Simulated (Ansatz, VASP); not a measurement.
# One calculation of ZnS, two programs

The input INCAR:

```
SYSTEM = ZnS
ALGO = Normal
EDIFF = 1E-7
ENCUT = 520
GGA = PE
ISIF = 2
ISMEAR = -1
LASPH = .TRUE.
LCHARG = .TRUE.
LELF = .TRUE.
LREAL = .FALSE.
LVHAR = .TRUE.
LWAVE = .FALSE.
NBANDS = 26
NELM = 80
PREC = Accurate
SIGMA = 0.03
```

Contents of KPOINTS:

```
k-points
0
G
  8 8 5
  0 0 0
```

File POSCAR:

```
ZnS
1.0
    3.6966688182      0.0000000000      0.0000000000
   -1.8483344091      3.2014091058      0.0000000000
    0.0000000000      0.0000000000      6.2340000000
Zn S
2 2
Direct
    0.3333333333      0.6666666667      0.0000000000
    0.6666666667      0.3333333333      0.5000000000
    0.3333333333      0.6666666667      0.3850000000
    0.6666666667      0.3333333333      0.8850000000
```

Input for Ansatz:

```yaml
crystal:
  lattice:
    - [3.6966688182, 0.0, 0.0]
    - [-1.8483344091, 3.2014091058, 0.0]
    - [0.0, 0.0, 6.234]
  atoms:
    - { symbol: Zn, position: [0.3333333333, 0.6666666667, 0.0] }
    - { symbol: Zn, position: [0.6666666667, 0.3333333333, 0.5] }
    - { symbol: S, position: [0.3333333333, 0.6666666667, 0.385] }
    - { symbol: S, position: [0.6666666667, 0.3333333333, 0.885] }
kpoints:
  mp_grid: { grid: [8, 8, 5] }
  band_path:
    path:
      - [0.0, 0.0, 0.0]
      - [0.5, 0.0, 0.0]
      - [0.3333333333, 0.3333333333, 0.0]
      - [0.0, 0.0, 0.0]
      - [0.0, 0.0, 0.5]
      - [0.5, 0.0, 0.5]
      - [0.3333333333, 0.3333333333, 0.5]
      - [0.0, 0.0, 0.5]
      - [0.5, 0.0, 0.5]
    npoints: 5
scf:
  occupations: { method: fermi_dirac, width: 0.03 }
hamiltonian:
  xc: pbe
  pseudopotentials: { kind: all_electron, lapw: { basis_error: 0.001 } }
output:
  forces: true
  stress: true
  eigenvalues: true
```

Change from the starting cell: equal xx and yy strain of -3 %.

Alike in both runs: task single point; functional PBE; k mesh 8 × 8 × 5; occupations fermi-dirac, width 0.03 eV; no spin polarisation.

|  | VASP | Ansatz |
| --- | --- | --- |
| version | VASP 6.6.1 | Ansatz 0.2.0 |
| potentials or method | VASP PAW PBE potentials, release 64 (Zn, S) | all-electron LAPW, scalar-relativistic |
| plane-wave cutoff (eV) | 520 | see its input |

```tsv
	VASP	Ansatz	Ansatz less VASP
gap on the k mesh at the Fermi level (eV)	2.47	2.46	-0.005
pressure (GPa)	8.5	8.3	-0.21
largest component of the traceless stress (GPa)	5.25	5.21	-0.047
rms of the force components (eV/Å)	0.353	0.349	-0.0040
```

Atom by atom the forces differ by 0.004 eV/Å (rms over components). Ansatz ran all-electron here, so the differences hold the error of VASP's frozen core and of both bases.
